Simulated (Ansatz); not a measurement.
Space group P6_3mc (No. 186). a = 3.285 Å, b = 3.285 Å, c = 5.295 Å, α = 90.00°, β = 90.00°, γ = 120.00°
```tsv
atom	site	symmetry	x	y	z
Co	2b	3m.	0.3333	0.6667	0.0006
O	2b	3m.	0.3333	0.6667	0.3744
```

Equation of state of this CoO structure (not necessarily the ground state), with shape and atoms relaxed at each volume where symmetry leaves them free. All numbers below come from DFT PBE+U, scalar-relativistic, plane waves, PAW in Ansatz 0.2.0.

Settings: cutoff 420 eV, Γ-centred mesh 12×12×6 on the computed 4-atom cell, Gaussian smearing of 0.02 eV; U_eff Co 3.32 eV on the d shells (Löwdin-orthogonalised atomic orbitals); collinear spin.

```json
{"V (Å³/atom)": "10.890", "E − E(largest V) (meV/atom)": "46.77", "P (GPa)": "21.27", "gap on mesh (eV)": "1.12"}
{"V (Å³/atom)": "11.261", "E − E(largest V) (meV/atom)": "5.33", "P (GPa)": "14.69", "gap on mesh (eV)": "1.13"}
{"V (Å³/atom)": "11.632", "E − E(largest V) (meV/atom)": "-21.98", "P (GPa)": "9.03", "gap on mesh (eV)": "1.12"}
{"V (Å³/atom)": "12.003", "E − E(largest V) (meV/atom)": "-37.12", "P (GPa)": "4.19", "gap on mesh (eV)": "1.12"}
{"V (Å³/atom)": "12.375", "E − E(largest V) (meV/atom)": "-41.86", "P (GPa)": "0.02", "gap on mesh (eV)": "1.12"}
{"V (Å³/atom)": "12.746", "E − E(largest V) (meV/atom)": "-37.67", "P (GPa)": "-3.55", "gap on mesh (eV)": "1.11"}
{"V (Å³/atom)": "13.117", "E − E(largest V) (meV/atom)": "-25.82", "P (GPa)": "-6.60", "gap on mesh (eV)": "1.11"}
{"V (Å³/atom)": "13.612", "E − E(largest V) (meV/atom)": "0.00", "P (GPa)": "-9.99", "gap on mesh (eV)": "1.09"}
```

Fit a third-order Birch–Murnaghan equation to E(V).

V0 = 12.38 Å³/atom, B0 = 128 GPa, B0' = 4.1.

The state reached may not be the lowest one.

This wurtzite form isn't the usual stable structure of the compound.